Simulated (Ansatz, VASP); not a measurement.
**CaO: VASP beside Ansatz**

```
Ca O
1.0
     0.00000    2.41227    2.44900
     2.48574    0.00000    2.44900
     2.48574    2.41227    0.00000
Ca O
1 1
Direct
  0.00000 0.00000 0.00000
  0.50000 0.50000 0.50000
```

Change from the starting cell: strain +0.0150 x Voigt [1, -1, 0, 0, 0, 0], atoms carried along.

Alike in both runs: task single point; functional PBE; k mesh 8 × 8 × 8; occupations gaussian, width 0.05 eV; no spin polarisation.

```csv
,VASP,Ansatz
version,VASP 6.6.1,Ansatz 0.2.0
potentials or method,"VASP PAW PBE potentials, release 64 (Ca_sv, O)","scalar-relativistic, plane waves, PAW"
plane-wave cutoff (eV),520,420
valence electrons in the cell,16,16
```

```tsv
	VASP	Ansatz	Ansatz less VASP
gap on the k mesh at the Fermi level (eV)	3.57	3.59	+0.018
least direct gap on the mesh (eV)	4.01	4.03	+0.018
pressure (GPa)	-3.4	-3.8	-0.44
largest component of the traceless stress (GPa)	1.82	1.73	-0.091
```

A k mesh can miss the band edges.
